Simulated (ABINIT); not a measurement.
**BN (P6_3mc): G0W0 in ABINIT against the plane-wave cutoff**

Wanted: the cheapest plane-wave cutoff that holds the gap of BN (P6_3mc).

Calculated with ABINIT 10.8.3; PBEsol and many-body steps on it, plane waves.

This is a report of a sequence of runs, with most program output left out.

The database entry behind the starting cell has ideal inner coordinates that were not refined, so it need not match the best structure at ambient conditions.

## Step 1: The structure

It takes space group P6_3mc (No. 186, hexagonal). Conventional cell: a = 2.536 Å, b = 2.536 Å, c = 4.199 Å, α = 90.00°, β = 90.00°, γ = 120.00°. Nearest to B lie 4 N at 1.56 to 1.57 Å. Nearest to N lie 4 B at 1.56 to 1.57 Å. Farther neighbours and most contacts between anions are not listed.

The cell and positions come from the Crystallography Open Database and are kept as given unless a step says otherwise. This is not the form that BN usually takes at ambient conditions.

## Step 2: Empty states on the mesh, 3×3×2 mesh, 53 bands

This step: ABINIT 10.8.3; DFT, PBEsol, plane waves, norm-conserving pseudopotentials.

The sums over transitions need many empty states on a uniform mesh; this step solves for them.

File run.abi:

```
acell 3*1.0 Angstrom
rprim 
  2.536000000002 -0.000000000000 0.000000000000
  -1.268000000000 2.196240423999 0.000000000000
  0.000000000000 0.000000000000 4.199000000000
ntypat 2
znucl 5 7
natom 4
typat 1 1 2 2
xred 
  0.666666666667 0.333333333333 0.000000000000
  0.333333333333 0.666666666667 0.500000000000
  0.666666666667 0.333333333333 0.375000000000
  0.333333333333 0.666666666667 0.875000000000
pp_dirpath "pseudos"
pseudos "B.upf, N.upf"
ecut 36
ngkpt 3 3 2
nshiftk 1
shiftk 0 0 0
kptopt 1
chksymbreak 0
irdden 1
istwfk *1
nband 53
prtvol 0
optdriver 6
gwr_task "HDIAGO"
paral_kgb 0
occopt 1
indata_prefix "in"
outdata_prefix "out"
tmpdata_prefix "tmp"
```

Started as:

```
OMP_NUM_THREADS=1 mpirun -n 4 abinit run.abi > log
```

Wall time 17 s (4 MPI ranks of Arm Neoverse N1, shared host); peak memory 0.8 GiB.

This step gave:

```
gap                                                           : 5.041 eV
k of the valence top                                          : 0, 0, 0
k of the conduction bottom                                    : 0.3333, 0.3333, 0
least direct gap                                              : 8.446 eV
k points computed                                             : 6
lowest point of the top converged band, above the valence top : 63.4194 eV
```

On this mesh the gap is 5.041 eV.

The density comes from a self-consistent run that is not shown.

## Step 3: Empty states on the mesh, 3×3×2 mesh, 21 bands

run.abi: that of step 2 with these lines changed.

```diff
@@ -16,3 +16,3 @@
 pseudos "B.upf, N.upf"
-ecut 36
+ecut 22
 ngkpt 3 3 2
@@ -22,10 +22,10 @@
 chksymbreak 0
+iscf -2
 irdden 1
 istwfk *1
-nband 53
+nband 21
+nbdbuf 4
+tolwfr 1e-09
+nstep 60
 prtvol 0
-optdriver 6
-gwr_task "HDIAGO"
-paral_kgb 0
-occopt 1
 indata_prefix "in"
```

The job ended after 3.2 s (4 MPI ranks; peak memory 0.22 GiB).

Numbers from this step:

| Quantity | Value |
| --- | --- |
| gap | 4.954 eV |
| k of the valence top | 0, 0, 0 |
| k of the conduction bottom | 0.3333, 0.3333, 0 |
| least direct gap | 8.420 eV |
| k points computed | 6 |
| lowest point of the top converged band, above the valence top | 17.49 eV |

On this mesh the gap is 4.954 eV.

## Step 4: Empty states on the mesh, 3×3×2 mesh, 21 bands

run.abi: that of step 3 with these lines changed.

```diff
@@ -16,3 +16,3 @@
 pseudos "B.upf, N.upf"
-ecut 22
+ecut 29
 ngkpt 3 3 2
```

The job ended after 3.4 s (4 MPI ranks; peak memory 0.22 GiB).

This step gave:

```yaml
gap: 5.029 eV
k_of_the_valence_top: 0, 0, 0
k_of_the_conduction_bottom: 0.3333, 0.3333, 0
least_direct_gap: 8.441 eV
k_points_computed: 6
lowest_point_of_the_top_converged_band_above_the_valence_top: 17.51 eV
```

On this mesh the gap is 5.029 eV.

## Step 5: Empty states on the mesh, 3×3×2 mesh, 21 bands

run.abi: that of step 4 with these lines changed.

```diff
@@ -16,3 +16,3 @@
 pseudos "B.upf, N.upf"
-ecut 29
+ecut 45
 ngkpt 3 3 2
```

Run time: 4.6 s. Hardware: 4 MPI ranks; peak memory 0.24 GiB; 18 s of CPU time.

This step gave:

* gap: 5.040 eV
* k of the valence top: 0, 0, 0
* k of the conduction bottom: 0.3333, 0.3333, 0
* least direct gap: 8.445 eV
* k points computed: 6
* lowest point of the top converged band, above the valence top: 17.51 eV

On this mesh the gap is 5.040 eV.

## Step 6: Screening, 3×3×2 mesh, 17 bands, screening to 106.1 eV

The RPA dielectric matrix is built and inverted for each q.

This step: RPA screening on PBEsol, plane waves, norm-conserving pseudopotentials.

run.abi: that of step 5 with these lines changed.

```diff
@@ -16,3 +16,3 @@
 pseudos "B.upf, N.upf"
-ecut 45
+ecut 22
 ngkpt 3 3 2
@@ -22,10 +22,11 @@
 chksymbreak 0
-iscf -2
-irdden 1
 istwfk *1
-nband 21
-nbdbuf 4
-tolwfr 1e-09
-nstep 60
-prtvol 0
+occopt 1
+irdwfk 1
+optdriver 3
+nband 17
+ecuteps 3.9
+inclvkb 2
+awtr 1
+symchi 1
 indata_prefix "in"
```

It took 2.8 s on 4 MPI ranks; peak memory 0.07 GiB.

Numbers from this step:

```yaml
eps_infinity_with_local_fields_on_this_mesh_along_the_program_s_q_direction: 5.163
the_same_without_local_fields: 5.369
plasma_frequency: 30.71 eV
plane_waves_in_the_screening_matrix: 55
```

Local fields lower ε∞ by 4 %. On a Γ-centred mesh this coarse the value itself is usually too large, while a short band sum pulls it down.

## Step 7: 22 Ha

This step: G0W0 on PBEsol, plane waves, norm-conserving pseudopotentials.

run.abi: that of step 6 with these lines changed.

```diff
@@ -25,8 +25,17 @@
 irdwfk 1
-optdriver 3
+optdriver 4
 nband 17
+gwcalctyp 0
+ecutsigx 22
+symsigma 1
+nkptgw 2
+kptgw 
+  0.0000000000 0.0000000000 0.0000000000
+  0.3333333333 0.3333333333 0.0000000000
+bdgw 
+  7 10
+  7 11
 ecuteps 3.9
-inclvkb 2
-awtr 1
-symchi 1
+irdscr 1
+ppmodel 1
 indata_prefix "in"
```

Wall time 2.8 s (4 MPI ranks); peak memory 0.07 GiB; 11 s of CPU time.

This step gave:

```
G0W0 gap on the points computed              : 6.846 eV
starting gap on the mesh                     : 4.954 eV
k of the valence top                         : 0, 0, 0
k of the conduction bottom                   : 0.3333, 0.3333, 0
Z at the valence top                         : 0.838
Z at the conduction bottom                   : 0.871
least direct G0W0 gap on the computed points : 10.94 eV
```

## Step 8: Screening, 3×3×2 mesh, 17 bands, screening to 106.1 eV

This step: RPA screening on PBEsol, plane waves, norm-conserving pseudopotentials.

run.abi: that of step 7 with these lines changed.

```diff
@@ -16,3 +16,3 @@
 pseudos "B.upf, N.upf"
-ecut 22
+ecut 29
 ngkpt 3 3 2
@@ -25,17 +25,8 @@
 irdwfk 1
-optdriver 4
+optdriver 3
 nband 17
-gwcalctyp 0
-ecutsigx 22
-symsigma 1
-nkptgw 2
-kptgw 
-  0.0000000000 0.0000000000 0.0000000000
-  0.3333333333 0.3333333333 0.0000000000
-bdgw 
-  7 10
-  7 11
 ecuteps 3.9
-irdscr 1
-ppmodel 1
+inclvkb 2
+awtr 1
+symchi 1
 indata_prefix "in"
```

Run time: 2.9 s. Hardware: 4 MPI ranks; peak memory 0.07 GiB; 11 s of CPU time.

This step gave:

```
ε∞ with local fields, on this mesh, along the program's q direction : 5.122
the same without local fields                                       : 5.324
plasma frequency                                                    : 30.71 eV
plane waves in the screening matrix                                 : 55
```

## Step 9: 29 Ha

The self-energy is evaluated for the states that the input lists, and the levels follow from it, in one-shot runs by the linearised quasiparticle equation.

This step: G0W0 on PBEsol, plane waves, norm-conserving pseudopotentials.

run.abi: that of step 8 with these lines changed.

```diff
@@ -25,8 +25,17 @@
 irdwfk 1
-optdriver 3
+optdriver 4
 nband 17
+gwcalctyp 0
+ecutsigx 29
+symsigma 1
+nkptgw 2
+kptgw 
+  0.0000000000 0.0000000000 0.0000000000
+  0.3333333333 0.3333333333 0.0000000000
+bdgw 
+  7 10
+  7 11
 ecuteps 3.9
-inclvkb 2
-awtr 1
-symchi 1
+irdscr 1
+ppmodel 1
 indata_prefix "in"
```

Wall time 2.8 s (4 MPI ranks); peak memory 0.08 GiB; 11 s of CPU time.

Numbers from this step:

```
G0W0 gap on the points computed              : 6.923 eV
starting gap on the mesh                     : 5.029 eV
k of the valence top                         : 0, 0, 0
k of the conduction bottom                   : 0.3333, 0.3333, 0
Z at the valence top                         : 0.836
Z at the conduction bottom                   : 0.87
least direct G0W0 gap on the computed points : 10.96 eV
```

The gap on the mesh goes from 5.03 eV to 6.92 eV, a correction of +1.89 eV.

## Step 10: Screening, 3×3×2 mesh, 17 bands, screening to 106.1 eV

This step: RPA screening on PBEsol, plane waves, norm-conserving pseudopotentials.

run.abi: that of step 9 with these lines changed.

```diff
@@ -16,3 +16,3 @@
 pseudos "B.upf, N.upf"
-ecut 29
+ecut 36
 ngkpt 3 3 2
@@ -25,17 +25,8 @@
 irdwfk 1
-optdriver 4
+optdriver 3
 nband 17
-gwcalctyp 0
-ecutsigx 29
-symsigma 1
-nkptgw 2
-kptgw 
-  0.0000000000 0.0000000000 0.0000000000
-  0.3333333333 0.3333333333 0.0000000000
-bdgw 
-  7 10
-  7 11
 ecuteps 3.9
-irdscr 1
-ppmodel 1
+inclvkb 2
+awtr 1
+symchi 1
 indata_prefix "in"
```

Wall time 3.1 s (4 MPI ranks); peak memory 0.27 GiB; 12 s of CPU time.

This step gave:

| Item | Value |
| --- | --- |
| ε∞ with local fields, on this mesh, along the program's q direction | 5.114 |
| the same without local fields | 5.315 |
| plasma frequency | 30.71 eV |
| plane waves in the screening matrix | 55 |

## Step 11: 36 Ha

This step: G0W0 on PBEsol, plane waves, norm-conserving pseudopotentials.

run.abi: that of step 10 with these lines changed.

```diff
@@ -25,8 +25,17 @@
 irdwfk 1
-optdriver 3
+optdriver 4
 nband 17
+gwcalctyp 0
+ecutsigx 36
+symsigma 1
+nkptgw 2
+kptgw 
+  0.0000000000 0.0000000000 0.0000000000
+  0.3333333333 0.3333333333 0.0000000000
+bdgw 
+  7 10
+  7 11
 ecuteps 3.9
-inclvkb 2
-awtr 1
-symchi 1
+irdscr 1
+ppmodel 1
 indata_prefix "in"
```

Wall time 3.1 s (4 MPI ranks); peak memory 0.24 GiB; 12 s of CPU time.

Numbers from this step:

```
G0W0 gap on the points computed              : 6.938 eV
starting gap on the mesh                     : 5.041 eV
k of the valence top                         : 0, 0, 0
k of the conduction bottom                   : 0.3333, 0.3333, 0
least direct G0W0 gap on the computed points : 10.97 eV
```

Against the run before, the gap moves by +0.015 eV.

## Step 12: Screening, 3×3×2 mesh, 17 bands, screening to 106.1 eV

This step: RPA screening on PBEsol, plane waves, norm-conserving pseudopotentials.

run.abi: that of step 11 with these lines changed.

```diff
@@ -16,3 +16,3 @@
 pseudos "B.upf, N.upf"
-ecut 36
+ecut 45
 ngkpt 3 3 2
@@ -25,17 +25,8 @@
 irdwfk 1
-optdriver 4
+optdriver 3
 nband 17
-gwcalctyp 0
-ecutsigx 36
-symsigma 1
-nkptgw 2
-kptgw 
-  0.0000000000 0.0000000000 0.0000000000
-  0.3333333333 0.3333333333 0.0000000000
-bdgw 
-  7 10
-  7 11
 ecuteps 3.9
-irdscr 1
-ppmodel 1
+inclvkb 2
+awtr 1
+symchi 1
 indata_prefix "in"
```

Run time: 3.2 s. Hardware: 4 MPI ranks; peak memory 0.3 GiB; 13 s of CPU time.

Numbers from this step:

* ε∞ with local fields, on this mesh, along the program's q direction: 5.114
* the same without local fields: 5.315
* plasma frequency: 30.71 eV
* plane waves in the screening matrix: 55

## Step 13: 45 Ha

This step: G0W0 on PBEsol, plane waves, norm-conserving pseudopotentials.

run.abi: that of step 12 with these lines changed.

```diff
@@ -25,8 +25,17 @@
 irdwfk 1
-optdriver 3
+optdriver 4
 nband 17
+gwcalctyp 0
+ecutsigx 45
+symsigma 1
+nkptgw 2
+kptgw 
+  0.0000000000 0.0000000000 0.0000000000
+  0.3333333333 0.3333333333 0.0000000000
+bdgw 
+  7 10
+  7 11
 ecuteps 3.9
-inclvkb 2
-awtr 1
-symchi 1
+irdscr 1
+ppmodel 1
 indata_prefix "in"
```

Elapsed: 3.1 s, on 4 MPI ranks; peak memory 0.25 GiB; 12 s of CPU time.

Numbers from this step:

* G0W0 gap on the points computed: 6.937 eV
* starting gap on the mesh: 5.040 eV
* k of the valence top: 0, 0, 0
* k of the conduction bottom: 0.3333, 0.3333, 0
* least direct G0W0 gap on the computed points: 10.97 eV

Against the run before, the gap moves by −0.001 eV.

## Step 14: The runs together

Times are wall times on 4 MPI ranks of Arm Neoverse N1, shared host, good to a factor of about two. A run's time includes the screening step that it read.

```tsv
run	mesh	bands	screening cutoff (eV)	DFT gap (eV)	gap on the mesh (eV)	direct (eV)	ε∞ used	time
22 Ha	3×3×2	17	106.1	4.954	6.846	10.940	5.16	5.6 s
29 Ha	3×3×2	17	106.1	5.029	6.923	10.961	5.12	5.7 s
36 Ha	3×3×2	17	106.1	5.041	6.938	10.967	5.11	6.2 s
45 Ha	3×3×2	17	106.1	5.040	6.937	10.966	5.11	6.3 s
```

## Step 15: What came out

| Property | Result |
| --- | --- |
| 22 Ha | 6.846 eV |
| 29 Ha | 6.923 eV |
| 36 Ha | 6.938 eV |
| 45 Ha | 6.937 eV |
| known limits | not at the basis limit; coarse k mesh |

**Reading.** The setting moved: plane-wave cutoff. From 22 Ha to 45 Ha the gap moves by +0.09 eV. It holds to 0.03 eV from 29 Ha on. Bands and screening cutoff are coupled, so a series along one setting does not show full convergence. Bands and cutoff are finite, so the gap is not at the basis limit. The miss can reach some tenths of an eV and take either sign; the mesh is an error of its own. In the G0W0 runs levels were corrected at 2 k points alone, so a gap called «on the mesh» is the least over those, and an edge elsewhere would be missed. The 3×3×2 mesh is coarse for this cell, which bears on the long-range parts of exchange and screening.

[Paths, hosts, dates, memory and timing lines, banners, echoed tables and standing remarks are left out of the program output.]

[Logs are printed without paths, hosts, clocks, repeated set-up lines and the standing remarks that a program may print on its own settings, such as how far it seeks lower states.]

[Runs of the session that timed out or met a known fault of the program may be left out.]

[Hosts, paths, dates, database ids (printed as entryN), source tags and the programs' standing remarks are cut or masked in the printed files.]

[G0W0 gaps are taken among the corrected bands and points alone; a level outside them can change the order at an edge.]

[Where Ansatz stands beside ABINIT at settings called matched, ABINIT's density can come from a denser mesh and the files from another edition; pairs whose starting gaps differed by over 0.03 eV were left out, so agreement reads better than it is.]
